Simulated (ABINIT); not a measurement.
Input of an ABINIT 10.8.3 (patched build) run:

File run.abi:

```
# Pseudopotentials
pp_dirpath "./"
pseudos "Al.upf"

# Structure
acell 3*1.0
rprim
    -0.0375951728     3.6219173273     3.7564145656
     3.6807362322     0.0183172718     3.7005021209
     3.7848319237     3.6701005557    -0.0857784014
ntypat 1
znucl 13
natom 1
typat 1
xcart
     0.0000000000     0.0000000000     0.0000000000
chkprim 0
chksymtnons 0
tolsym 1.0e-6

# Plane-wave basis
ecut 544.227725 eV

# k points
kptopt 1
ngkpt 8 8 8
nshiftk 1
shiftk 0.0 0.0 0.0

# Exchange and correlation
ixc -116133

# Bands and occupations
nband 6
occopt 3
tsmear 0.05 eV

# SCF cycle
nstep 100
tolvrs 1.0e-10

# Output
iomode 3
prtwf 0
prteig 0
prtebands 0
prtden 1
prtvha 1
prtvclmb 1
prtpot 1
prtelf 1
```

Potentials or basis: PseudoDojo NC SR PBEsol v0.4.1 standard.

Command:

```sh
$ abinit run.abi > log 2>&1
```

Q: Predict the pressure.

A: 5.9 GPa.

Q: What does it give for the band gap on the k mesh?

A: None (metal or under the smearing width).

Stress tensor (GPa, compression positive):
```
 5.35 -1.28  0.67
-1.28  8.24 -0.16
 0.67 -0.16  4.14
```
